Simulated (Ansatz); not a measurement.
Input and output of a single-point calculation on zincblende GaAs (Ansatz 0.2.0, HSE06). The cell was relaxed with r2SCAN and then strained (uniaxial +1.0 % along z, other directions held), with the atoms relaxed again with r2SCAN; k points keep the names of the unstrained zone.

```yaml
crystal:
  lattice:
    - [0.0, 2.8330850955, 2.8614159464]
    - [2.8330850955, 0.0, 2.8614159464]
    - [2.8330850955, 2.8330850955, 0.0]
  atoms:
    - { symbol: Ga, position: [0.0, 0.0, 0.0] }
    - { symbol: As, position: [0.25, 0.25, 0.25] }
kpoints:
  mp_grid: { grid: [6, 6, 6] }
  band_path:
    path:
      - [0.0, 0.0, 0.0]
      - [-0.5, -0.5, 0.0]
      - [-0.375, -0.375, 0.25]
      - [-0.375, 0.0, 0.375]
      - [0.0, 0.0, 0.5]
      - [-0.5, -0.25, 0.25]
    npoints: 1
hamiltonian:
  xc: hse06
scf:
  occupations: { method: fixed }
  n_extra_bands: 4
output:
  forces: true
  stress: true
  eigenvalues: true
  write_density: true
  write_potential: true
  elf: true
  volumetric_format: npy
```

The output follows, shortened, with numbered blanks.
```
Pseudopotential: Ga, paw, valence charge 13, recommended cutoff 420 eV (normal)
Pseudopotential: As, paw, valence charge 15, recommended cutoff 420 eV (normal)
Functional definition: HSE06
Crystal: 2 atoms, lattice volume = 45.934 Å³
Basis set: ecut = 420 eV, 909 PW (Γ)
Bands: 18, of which v1, the nominal top of the filled ones, is band 14 counted from 1 (13 counted from 0)
Symmetry: 8 space group operations
Space group: I-4m2 (ITA 119)
k-points: 30 of 216 (time reversal used)
Exchange kernel: α = 0.2500, screened, ω = 0.2079 Å⁻¹, Wigner–Seitz truncation, v(0) = 1046.6547 eV·Å³, q-mesh 6×6×6
hybrid outer 1: dexx = +1.069e-2 eV, tail = 6.76e-5 eV
hybrid outer 2: dexx = +1.053e-6 eV, tail = 3.84e-8 eV, Δε = 2.93e-3 eV
hybrid SCF converged: 2 outer / 12 inner (+4 warm-up)
Free energy (F): -8641.586601 eV
[1]
--- Forces (eV/Å), atoms counted from 1 ---
  atom   1  Ga      0.00000      0.00000      0.00000
  atom   2  As      0.00000      0.00000      0.00000
--- Stress (GPa, compression-positive) ---
        0.122999       0.000000       0.000000
        0.000000       0.122999       0.000000
        0.000000       0.000000      -0.565155
  P = ⅓ Tr σ = -0.1064 GPa (-1.064 kbar)
--- Band table (eV; the first three rows and the last of 30) ---
[2]
```

The rows of the band table are 0: (0, 0, 0) = Γ, 1: (0, 0, 1/6), 2: (0, 0, 1/3), 29: (-1/2, -1/2, 0) = X.

Task: Give the withheld lines. They hold the Fermi energy and the band table.

Result:
```
[1]
Fermi energy:    7.579369 eV
[2]
  k-point 0: bands = […, -9.7732, -9.7711, -6.2718, 7.5185, 7.5794, 7.5794, 8.8381, 12.0769, 12.0769, 12.1032]
  k-point 1: bands = […, -9.7735, -9.7712, -5.9349, 4.7786, 7.1392, 7.1939, 9.9323, 12.6558, 12.6568, 13.0455]
  k-point 2: bands = […, -9.7727, -9.7701, -5.0561, 1.8251, 6.5461, 6.6230, 9.4945, 13.0565, 13.1109, 15.7448]
  k-point 29: bands = […, -9.7908, -9.7638, -3.6239, 0.2070, 4.7552, 4.7552, 9.6890, 9.9511, 18.9436, 18.9436]
```
Only the leading digits can be foreseen; the rest is this run's record.

With HSE06 the gap is 1.26 eV and direct, at Γ. The mean stress is close to zero (-0.1 GPa). The stress of a hybrid is loosely converged here.

Wall time 30 s on 1 × NVIDIA H100 80GB HBM3 with 2 threads of AMD EPYC 7R13 Processor (Zen 3) (shared host), load about 1.2 per core; peak host memory 2.5 GiB.

(Simulation; spin polarisation is off.)

Spin-orbit coupling is left out.

The meshes of the hybrids are coarse, so their gaps aren't converged to the digits shown.
